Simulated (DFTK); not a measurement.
Crystal: NaCl.

```xyz
2
Lattice="0.0000 2.7941 2.7941 2.7941 0.0000 2.7941 2.7941 2.7941 0.0000" Properties=species:S:1:pos:R:3 pbc="T T T"
Cl    2.7941    2.7941    2.7941
Na    0.0000    0.0000    0.0000
```

The cell is a database's computed one.

| Quantity | Value |
| --- | --- |
| Program | DFTK 0.8.2 |
| Task | single point |
| Functional | PBE |
| Potentials or basis | dojo.nc.sr.pbe.v0_4_1.standard.upf (PBE) |
| Cutoff | 1197 eV |
| k mesh | 8 × 8 × 8 |
| Occupations | fermi-dirac, width 0.05 eV |
| Spin | no spin polarisation |

On this cell: pressure 1.6 GPa; largest force zero by symmetry; band gap on the k mesh 5.22 eV, direct.

The same run follows on a disturbed copy (atoms moved at random, drawn with an rms of 0.05 Å):

```
CELL_PARAMETERS angstrom
0.00000 2.79406 2.79406
2.79406 0.00000 2.79406
2.79406 2.79406 0.00000
ATOMIC_POSITIONS crystal
Cl 0.48821 0.51264 0.50193
Na 0.99583 0.00299 0.99639
```

Question: What does the disturbed cell give?

Answer: The energy moves by +0.8 meV/atom; pressure 1.6 GPa; largest force 0.069 eV/Å; band gap on the k mesh 5.22 eV, direct.

Forces in eV/Å, atoms in the order of the input:
```
Cl  -0.067  0.009 -0.009
Na   0.068  0.000  0.010
```

Stress tensor (GPa, compression positive):
```
1.65 0.00 0.00
0.00 1.57 0.00
0.00 0.00 1.57
```

Caveats: the real-space grid adds noise to forces (some runs).

